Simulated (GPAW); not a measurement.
Set up this calculation in GPAW 26.7.0, as an ASE script.

| Quantity | Value |
| --- | --- |
| Task | band structure |
| Functional | LDA |
| Potentials or basis | the program's PAW data sets (release 1.2.1) made for this functional |
| Cutoff | 800 eV |
| Basis | pw |
| k mesh | 8 × 8 × 8 |
| Occupations | fermi-dirac, width 0.05 eV |
| Spin | no spin polarisation |
| Maxiter | 150 |
| Band path | GXWKGLUWLK,UX |
| Band points | 100 |

The structure of BeTe lies in POSCAR:

```
BeTe
1.0
    0.0000000000      2.7700000000      2.7700000000
    2.7700000000      0.0000000000      2.7700000000
    2.7700000000      2.7700000000      0.0000000000
Te Be
1 1
Direct
    0.7500000000      0.7500000000      0.7500000000
    0.0000000000      0.0000000000      0.0000000000
```

The input as run:

run.py

```python
from ase.dft.bandgap import bandgap
from ase.io import read, write
from ase.units import GPa
from gpaw import GPAW, PW

atoms = read('POSCAR')

calc = GPAW(mode=PW(800),
            xc='LDA',
            kpts={'size': (8, 8, 8), 'gamma': True},
            occupations={'name': 'fermi-dirac', 'width': 0.05},
            nbands=11,
            convergence={'density': 1e-05, 'energy': 1e-05},
            maxiter=150,
            txt='gpaw.txt')
atoms.calc = calc
energy = atoms.get_potential_energy()
forces = atoms.get_forces()
stress = atoms.get_stress()
calc.write('gs.gpw')
write('result.traj', atoms)
print(f'Energy: {energy:.6f} eV')
print('Forces (eV/A):')
print(forces.round(4))
print('Stress (GPa):', (stress / GPa).round(3))
print('Fermi level:', round(calc.get_fermi_level(), 4), 'eV')
print(f'Gap: {bandgap(calc)[0]:.4f} eV, direct: {bandgap(calc, direct=True)[0]:.4f} eV')

path = atoms.cell.bandpath('GXWKGLUWLK,UX', npoints=100, eps=1e-4)
bs_calc = calc.fixed_density(kpts=path, symmetry='off', nbands=21,
                             convergence={'bands': 'CBM+6.0', 'eigenstates': 1e-6}, txt='bands.txt')
bs = bs_calc.band_structure()
bs.write('bs.json')
print(f'Gap on the path: {bandgap(bs_calc)[0]:.4f} eV')
```

Potentials or basis: the program's PAW data sets (release 1.2.1) made for this functional, pw.

Command:

```sh
$ OMP_NUM_THREADS=1 python run.py
```

Results of the run:

```yaml
Pressure: 0.6 GPa
Band_gap_on_the_k_mesh: 1.77 eV, indirect (least direct gap 3.58 eV)
Band_gap_along_the_path: 1.77 eV, indirect (least direct gap 3.58 eV)
```

Caveat: spin-orbit coupling is left out, which moves the levels of the heavy elements.

Run time: 97 s on 1 thread of AMD EPYC 7571, on a shared host, peak memory 0.3 GiB.
